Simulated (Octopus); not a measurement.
Something may be wrong with this Octopus 16.4 calculation of KBr.

File run.py:

```python
from ase.calculators.octopus import Octopus, OctopusProfile
from ase.io import read

atoms = read('POSCAR')
calc = Octopus(profile=OctopusProfile(command='octopus'), directory='.',
               CalculationMode='gs',
               ExperimentalFeatures='yes',
               PseudopotentialSet='pseudodojo_lda',
               Spacing=[['0.16092775*angstrom', '0.16092775*angstrom', '0.16092775*angstrom']],
               DerivativesOrder=8,
               KPointsGrid=[[2, 2, 2]],
               KPointsUseSymmetries='yes',
               XCFunctional='hyb_gga_xc_hse03',
               AdaptivelyCompressedExchange='yes',
               SmearingFunction='fermi_dirac',
               Smearing='0.05*eV',
               ExtraStates=0,
               Eigensolver='chebyshev_filter',
               ConvRelDens='1e-6',
               MaximumIter=100,
               )
atoms.calc = calc
energy = atoms.get_potential_energy()
print('energy (eV):', energy)
print('forces (eV/A):')
print(atoms.get_forces())
```

Contents of POSCAR:

```
KBr
1.0
    0.0000000000      3.3000000000      3.3000000000
    3.3000000000      0.0000000000      3.3000000000
    3.3000000000      3.3000000000      0.0000000000
Br K
1 1
Direct
    0.5000000000      0.5000000000      0.5000000000
    0.0000000000      0.0000000000      0.0000000000
```

Potentials or basis: pseudodojo_lda (PseudoDojo 0.4, LDA).

Command:

```console
$ OMP_NUM_THREADS=1 python run.py
```

octopus.out:

```text
Running octopus

Version                : 16.4
Optional libraries     :

************************** Calculation Mode **************************
Input: [CalculationMode = gs]
**********************************************************************

Input: [SpinComponents = unpolarized]
[... 242 lines left out ...]

** Warning:
**   Fock operator (Hartree-Fock, OEP, hybrids) in fully periodic systems is under development.
**   It might not work or produce wrong results.

** Warning:
**   Hybrid functionals with k-points is under development.
**   It might not work or produce wrong results.

** Warning:
**   Unable to read wavefunctions.
**   Starting from scratch!

** Warning:
**   Symmetrization discrepancy ratio (scalar) =  3.96315E-06

**************************** FATAL ERROR *****************************
*** Fatal Error (description follows)
*--------------------------------------------------------------------
* Fermi: did not converge.
**********************************************************************
```

On the terminal:

```text
Traceback (most recent call last):
  File "<dir>", line 23, in <module>
  File "<dir>", line 1971, in get_potential_energy
  File "<dir>", line 25, in get_potential_energy
  File "<dir>", line 517, in get_property
  File "<dir>", line 336, in calculate
  File "<dir>", line 77, in execute
  File "<dir>", line 104, in run
  File "<dir>", line 413, in check_call
subprocess.CalledProcessError: Command '['octopus']' returned non-zero exit status 1.
```

Among its messages:

```text
Smearing needs unoccupied states (via ExtraStates or TotalStates) to be useful.
The XCFunctional that you selected does not match the one used
```

Task: What happened, and what is wrong with the input?

Result: The program refused the input. The input holds a flaw that was put in on purpose: no extra states for smeared occupations (ExtraStates = 0).
